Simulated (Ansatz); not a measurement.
## Relaxing Cr

The calculation used DFT PBE, scalar-relativistic, plane waves, PAW in Ansatz 0.2.0. Cutoff 420 eV, Γ-centred k mesh, Gaussian smearing, no spin polarisation in the final step.

This is the end of a relaxation of cell and atoms.

```yaml
crystal:
  lattice:
    - [4.23416, 0.00000, 0.00000]
    - [-2.11708, 3.66689, 0.00000]
    - [0.00000, 0.00000, 2.28774]
  atoms:
    - { symbol: Cr, position: [0.00000, 0.00000, 0.00000] }
    - { symbol: Cr, position: [0.33333, 0.66667, 0.50000] }
    - { symbol: Cr, position: [0.66667, 0.33333, 0.50000] }
```

Energies count from the standard state of Cr at the same level.

(1) What space group does it have?

(2) How far above the standard state of Cr does it lie?

(3) Is it a metal?

Results:

(1) P6/mmm (No. 191). Conventional cell: a = 4.234 Å, c = 2.288 Å. Cr on Wyckoff site a (1 atom of the primitive cell) is coordinated by 2 Cr at 2.29 Å and 12 Cr at 2.70 Å; around Cr on Wyckoff site d (2 atoms of the primitive cell) lie 2 Cr at 2.29 Å, 3 Cr at 2.44 Å and 6 Cr at 2.70 Å.

(2) 0.36 eV/atom.

(3) Yes, bands cross the Fermi level on the 12×12×18 mesh.

The final run used a 12×12×18 mesh on its 3-atom cell and 0.10 eV smearing. For metals, differences of a few meV/atom aren't resolved. The cell came from a trial start, so Cr may not exist in this structure.